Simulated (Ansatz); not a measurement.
The system is BaS.

```
CELL_PARAMETERS angstrom
0.00000 3.19375 3.19375
3.19375 0.00000 3.19375
3.19375 3.19375 0.00000
ATOMIC_POSITIONS crystal
Ba 0.00000 0.00000 0.00000
S 0.50000 0.50000 0.50000
```

```yaml
Program: Ansatz 0.2.0
Task: relaxation of cell and atoms
Functional: PBEsol
Dispersion: D4
Potentials_or_basis: Ansatz PAW
Cutoff: "420 eV (not typed: the program's choice for these potentials)"
k_mesh: 7 × 7 × 7
Occupations: fermi-dirac, width 0.05 eV
Spin: no spin polarisation
```

At the start: volume 32.58 Å³/atom.

Task: Where does the relaxation end?

Result: It ends after 5 steps and the volume is 31.21 Å³/atom (-4.2 %); space group Fm-3m (No. 225, to 0.05 Å).

Step by step:
```
step  energy change (eV)  largest force (eV/Å)  volume (Å³)
   1              0.0000                0.0000        65.15
   2             -0.0151                0.0000        61.58
   3             -0.0169                0.0000        62.48
   4             -0.0169                0.0000        62.41
   5             -0.0168                0.0000        62.41
```

Final structure:
```
CELL_PARAMETERS angstrom
0.00000 3.14837 3.14837
3.14837 0.00000 3.14837
3.14837 3.14837 0.00000
ATOMIC_POSITIONS crystal
Ba 0.00000 0.00000 0.00000
S 0.50000 0.50000 0.50000
```

Caveat: the plane-wave basis is chosen anew once the cell has moved, so the energies of steps on either side of that aren't comparable; the PAW data sets come from PBE, with cores solved anew for the run's functional, which leaves a small shift of forces and pressure.
